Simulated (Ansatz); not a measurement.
# Yttrium, simple cubic under revPBE: structure, energy and stiffness

The plan for yttrium in the simple cubic structure: relax it, solve it on a dense k-mesh, then scale the cell to 7 volumes from 88 to 112 % of the relaxed one and try a fit of the equation of state. Spin polarisation is left out. The k-meshes are 10×10×10 for the relaxation; 16×16×16 for the dense run; 11×11×11 for the volumes.

This is Y in the simple cubic structure; at room conditions it is hcp.

Program: Ansatz 0.2.0. Level of theory: DFT revPBE, plane waves (420 eV) with PAW, scalar-relativistic; the PAW data stem from PBE, with regenerated cores. These are calculated values, not measurements.

### 1 Starting point

It takes space group Pm-3m (No. 221, cubic). Conventional cell: a = 3.291 Å, b = 3.291 Å, c = 3.291 Å, α = 90.00°, β = 90.00°, γ = 90.00°. Around Y (site symmetry m-3m) lie 6 Y at 3.29 Å.

As a file:

```
CELL_PARAMETERS angstrom
3.29127 0.00000 0.00000
0.00000 3.29127 0.00000
0.00000 0.00000 3.29127
ATOMIC_POSITIONS crystal
Y 0.00000 0.00000 0.00000
```

### 2 Relaxing cell and atoms

input.yaml

```yaml
crystal:
  lattice:
    - [3.2912715962, 0.0, 0.0]
    - [0.0, 3.2912715962, 0.0]
    - [0.0, 0.0, 3.2912715962]
  atoms:
    - { symbol: "Y", position: [0.0, 0.0, 0.0] }
hamiltonian:
  xc: revpbe
  pseudopotentials:
    kind: paw
    azcp:
      "Y": "pseudopotentials/Y.paw.azcp"
basis:
  ecutwfc: 420
  fft_grid_basis: typed
kpoints:
  mp_grid: { grid: [10, 10, 10], shift: [0, 0, 0] }
magnetization:
  spin_polarized: false
scf:
  occupations: { method: fermi_dirac, width: 0.1 }
relax:
  max_steps: 60
  f_tol: 0.01
  cell: {}
output:
  write_density: true
  write_potential: true
  elf: true
  volumetric_format: npy
```

Command:

```bash
$ ansatz run input.yaml --threads 2 --pin off --max-ram 5120MiB --backend cpu --events-out ev --progress --plain --runs-dir out
```

After this run come: The energy on a finer k-mesh; At 88 % of the relaxed volume; At 92 % of the relaxed volume; At 96 % of the relaxed volume; At 100 % of the relaxed volume; At 104 % of the relaxed volume; At 108 % of the relaxed volume; At 112 % of the relaxed volume.

What does the calculation give? Wanted: space group; conventional cell; volume; shortest distance; gap on the mesh; relative to hcp; highest ELF outside the cores; V₀, B₀, B₀′.

As calculated:

| quantity | value |
| --- | --- |
| space group (spins left aside) | Pm-3m (No. 221) |
| conventional cell | a = 3.310 Å |
| volume | 36.275 Å³/atom |
| shortest distance | 3.310 Å |
| gap on the mesh | none (levels filled in part) |
| relative to hcp | +803 meV/atom |
| highest ELF outside the cores | 0.56, 2.20 Å from the nearest atom |
| V₀, B₀, B₀′ | 35.944 Å³/atom, 25 GPa, 3.5 |

What this shows: The relaxation enlarged the cell by 1.7 % in volume. It lies 803 meV/atom above the element's reference form at the same level (hcp, from a run of its own). No gap shows: it is a metal or semimetal at this level. B₀ comes out at 25 GPa. Relaxation kept the symmetry; phonons were not checked.
